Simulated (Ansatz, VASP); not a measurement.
One calculation of AlN, two programs

```xyz
4
Lattice="3.0360 0.0000 0.0000 -1.5180 2.6293 0.0000 0.0000 0.0000 4.6156" Properties=species:S:1:pos:R:3 pbc="T T T"
Al    0.0000    1.7528   -0.0273
Al    1.5180    0.8764    2.2805
N     0.0000    1.7528    1.8043
N     1.5180    0.8764    4.1121
```

Alike in both runs: functional PBE; k mesh 9 × 9 × 6; occupations gaussian, width 0.05 eV; no spin polarisation.

Ansatz relaxed the structure, and its values are those at the end. VASP's run is a single point on that final structure, the one shown.

```csv
,VASP,Ansatz
version,VASP 6.6.1,Ansatz 0.2.0
potentials or method,"VASP PAW PBE potentials, release 64 (Al, N)","scalar-relativistic, plane waves, PAW"
plane-wave cutoff (eV),520,520
valence electrons in the cell,16,16
```

Ansatz gave:

```
gap on the k mesh at the Fermi level (eV) : 4.92
least direct gap on the mesh (eV)         : 4.92
```

Problem. Estimate VASP's values.

Solution. gap on the k mesh at the Fermi level (eV): 4.94; least direct gap on the mesh (eV): 4.94.

Ansatz warned: «stress_scf_threshold_loose».

Caveats: an odd mesh through Γ misses points on the zone boundary, where band edges often lie. As with any semilocal functional, this PBE gap is likely too small.
